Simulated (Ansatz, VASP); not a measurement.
**CoSi2 in VASP and in Ansatz**

```
CELL_PARAMETERS angstrom
0.00000 2.67992 2.67992
2.67992 0.00000 2.67992
2.67992 2.67992 0.00000
ATOMIC_POSITIONS crystal
Co 0.00000 0.00000 0.00000
Si 0.25000 0.25000 0.25000
Si 0.75000 0.75000 0.75000
```

Alike in both runs: functional PBE; k mesh 14 × 14 × 14; occupations gaussian, width 0.1 eV; no spin polarisation.

Ansatz relaxed the structure, and its values are those at the end. VASP's run is a single point on that final structure, the one shown.

|  | VASP | Ansatz |
| --- | --- | --- |
| version | VASP 6.6.1 | Ansatz 0.2.0 |
| potentials or method | VASP PAW PBE potentials, release 64 (Co, Si) | scalar-relativistic, plane waves, PAW |
| plane-wave cutoff (eV) | 520 | 420 |
| valence electrons in the cell | 17 | 25 |

```tsv
	VASP	Ansatz	Ansatz less VASP
gap on the k mesh at the Fermi level (eV)	none	none	-
pressure (GPa)	-0.2	0.0	+0.23
```

A gap of «none» marks a metal or a gap that the smearing closes. The two sets of potentials don't hold the same shells in valence.

Spin polarisation is off, so any magnetic state and its effect on volume and gap are missing.
